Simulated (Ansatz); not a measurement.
The system is HfC.

```xyz
2
Lattice="-1.3967 2.4972 1.8473 1.3967 -2.4972 1.8473 1.3967 2.4972 -1.8473" Properties=species:S:1:pos:R:3 pbc="T T T"
Hf    0.0000    0.0000    3.6382
C     0.0000    2.4972    0.6630
```

The cell was built by a generator and needn't be a form met in nature.

A run of Ansatz 0.2.0 on this cell left the log below. Logs are shortened: lines on timing, memory, paths and dates and some standing lists are left out, and cuts for length are marked.

```text
Warning: RAYON_NUM_THREADS=2 ignored (pool sized by the plan → 2); use --threads N
Engine: ansatz 0.2.0, x86_64-unknown-linux-gnu
Pseudopotentials: kind: paw
Pseudopotential: Hf, paw, valence charge 26, recommended cutoff 420 eV (normal), Hf.paw.azcp
Pseudopotential: C, paw, valence charge 4, recommended cutoff 420 eV (normal), C.paw.azcp
Functional definition: BLYP
  parameter beta = 0.0042
  parameter a = 0.04918
  parameter b = 0.132
  parameter c = 0.2533
  parameter d = 0.349
  exchange = b88_x(beta = beta)
  correlation = lyp_c(a = a, b = b, c = c, d = d)
Crystal: 2 atoms, lattice volume = 25.772 Å³
Basis set: ecut = 420 eV, 515 PW (Γ), exchange–correlation on 48×48×48 points (8 copies of the dense FFT grid, shifted against one another)
Bands: 19, of which v1, the nominal top of the filled ones, is band 15 counted from 1 (14 counted from 0)
Symmetry: 4 space group operations
Space group: Imm2 (ITA 44), of the structure as read, at distance tolerance 3.0e-5 Å
k-points: 280 of 1728 (time reversal used)
Non-local potential: Hf, projectors of the file, l = 0: 3, l = 1: 2, l = 2: 2, l = 3: 3
Non-local potential: C, projectors of the file, l = 0: 2, l = 1: 2, l = 2: 1
PAW form: soft (Blöchl's): semilocal exchange-correlation on the pseudo side does not see the compensation charge
PAW frozen core: Hf, regenerated for the run's functional, and the local potential with it (the file was generated under x = pbe(κ = 0.804, μ = 0.2195149727645171), c = pbe(β = 0.06672455060314922))
PAW frozen core: C, regenerated for the run's functional, and the local potential with it (the file was generated under x = pbe(κ = 0.804, μ = 0.2195149727645171), c = pbe(β = 0.06672455060314922))
PAW one-centre angular grid: Hf, 590 points (default); XC on 64 Gauss nodes
PAW one-centre angular grid: C, 110 points (default); XC on 64 Gauss nodes
Initial density: superposition of atomic densities (neutral atoms: chi_scale 0, normalization atom), corrected by the library's trained network
Initial wavefunctions: pseudopotential atomic-orbital guess
Functional: x = b88, c = lyp
SCF iter   1: F=—  HF=-15994.397719 eV  |F-HF|=—  |Δ(HF+E_count)|=         —  Δρ=2.56e-2  dr2=1.90e-1  ethr=1.77e-3  ⟨swp⟩=5.4  Hψ=22461  notcnv=0
preconditioner: auto → none  [insulator: Δε(μ)=0.637 eV  Ē_g=17.795 eV  σ=0.050 eV  W_gap=1.00  n_scr=10 (ndim 8)  ℏωp=38.7 eV  f_vac=0.000  D(μ)=0.00/eV (n_scr^D=0)  ε∞_Penn≈5.7]
SCF iter   2: F=—  HF=-15994.307932 eV  |F-HF|=—  |Δ(HF+E_count)|=   8.98e-2  Δρ=7.00e-3  dr2=1.24e-2  ethr=6.32e-4  ⟨swp⟩=2.0  Hψ=9088  notcnv=0
SCF iter   3: F=—  HF=-15994.304622 eV  |F-HF|=—  |Δ(HF+E_count)|=   3.31e-3  Δρ=1.13e-3  dr2=1.34e-4  ethr=4.13e-5  ⟨swp⟩=2.0  Hψ=7570  notcnv=0
[... 146 lines left out ...]
Harris-Foulkes:  -15998.613954 eV  (|F-HF|=3.64e-12)
Internal energy: -15998.611864 eV  (E = F + TS)
E sigma→0 (E₀):  -15998.612909 eV
Entropy (-TS):   -0.002090 eV (-1.045 meV/atom)
Fermi energy:    19.952429 eV
--- Per-component energies (eV) ---
  E_band       = 100.180128
  E_kinetic    = 510.939247
  E_local      = -5075.072983  (includes V_loc(G=0)·N_el)
  E_nonlocal   = -1217.829847
  E_hartree    = 2391.132438
  E_xc         = -344.957903
  E_vxc        = -320.301752  (∫ρ·V_xc dr)
  E_paw        = -7055.511856  (= ΣΔE_a)
  E_vpaw       = 1420.180579  (= ΣTr[D̂ρ^β])
  E_aug_tail   = 0.000006  (compensation charges beyond the density's cutoff)
  E_ewald      = -5207.394253
  E_core_change = 0.083287  (= ΣΔE_core)
  E_smearing   = -0.002090  (= −TS)
  E_closure    = -0.000000  (closes the sum)
  Σ components = -15998.613954   (vs F -15998.613954, Δ=0.00e0)
--- Forces (eV/Å), atoms counted from 1 ---
  atom   1  Hf     0.00000000     0.00000000    -0.00006702
  atom   2  C      0.00000000     0.00000000     0.00006689
  max |Σ_I F_I| component: 1.31e-7 eV/Å
--- Stress (GPa, compression-positive) ---
        0.010439       0.000000      -0.000000
        0.000000      -0.003648      -0.000000
       -0.000000      -0.000000      -0.008356
  P = ⅓ Tr σ = -0.0005 GPa (-0.005 kbar)
--- Band table (eV; the first three rows and the last of 280) ---
  k-point 0: bands = ["-41.5360", "-9.9970", "-9.9970", "-9.9970", "7.8560", "8.5664", "8.5785", "8.5785", "8.5785", "8.6467", "8.6467", "8.6467", "20.8974", "20.8976", "20.8978", "21.2550", "21.2552", "21.2557", "23.1145"]
  k-point 1: bands = ["-41.5338", "-10.0382", "-10.0011", "-10.0011", "8.0089", "8.5686", "8.5821", "8.5821", "8.5877", "8.6434", "8.6434", "8.6468", "19.8542", "20.1424", "20.1427", "21.5576", "21.5580", "21.8989", "23.9037"]
  k-point 2: bands = ["-41.5276", "-10.1491", "-10.0121", "-10.0121", "8.3688", "8.5750", "8.5918", "8.5918", "8.6346", "8.6346", "8.6472", "8.6926", "18.4455", "19.1066", "19.1068", "22.0661", "22.0665", "22.3880", "25.4111"]
  k-point 279: bands = ["-41.4911", "-10.5086", "-10.1984", "-10.1983", "8.5980", "8.5985", "8.5985", "8.6164", "8.6274", "8.6274", "8.6275", "9.6350", "17.4120", "18.3517", "19.8170", "19.8175", "24.8839", "26.1719", "26.1719"]
--- Relaxed structure (9 steps of the walk, 9 accepted, 2 SCFs on fresh bases) ---
  F+E_penalty+E_count = -15998.61395416 eV   max|allowed force component| = 6.695e-5 eV/Å   (the final SCF, on the basis selected at the relaxed cell)
  cell:  # Å, volume = 25.9565 Å³
    - [-1.661664709945344, 2.3500446809699533, 1.66175551061992]
    - [1.661664709945344, -2.3500446809699533, 1.66175551061992]
    - [1.661664709945344, 2.3500446809699533, -1.66175551061992]
  atoms:
    - { symbol: Hf, position: [1.0820850443380885, 1.0820850443380885, 0.0] }
    - { symbol: C, position: [0.5820816156619113, 0.08208161566191156, 0.4999999999999999] }
```

Problem. Write the input and the command behind it.

Solution. Relaxation of cell and atoms with BLYP, no spin polarisation. The files as run (others can give the same):

input.yaml
```yaml
crystal:
  lattice:
    - [-1.39667323, 2.49718051, 1.84733673]
    - [1.39667323, -2.49718051, 1.84733673]
    - [1.39667323, 2.49718051, -1.84733673]
  atoms:
    - { symbol: Hf, position: [0.98471183, 0.98471183, 0.0] }
    - { symbol: C, position: [0.67945483, 0.17945483, 0.5] }
hamiltonian:
  xc: blyp
  pseudopotentials: { kind: paw }
kpoints:
  mp_grid: { grid: [12, 12, 12] }
scf:
  occupations: { method: fermi_dirac, width: 0.05 }
output:
  forces: true
  stress: true
  eigenvalues: true
  write_density: true
  write_potential: true
  elf: true
  volumetric_format: npy
relax:
  f_tol: 0.01
  max_steps: 40
  cell: { stress_tol: 0.05 }
```

Potentials or basis: Ansatz PAW.
Command:
```bash
$ ansatz run input.yaml --threads 2 --pin off --max-ram 5632MiB --backend cpu --events-out ev --progress --plain --runs-dir out
```

Caveat: the plane-wave basis is chosen anew once the cell has moved, so the energies of steps on either side of that aren't comparable; the PAW data sets come from PBE, with cores solved anew for the run's functional, which leaves a small shift of forces and pressure.
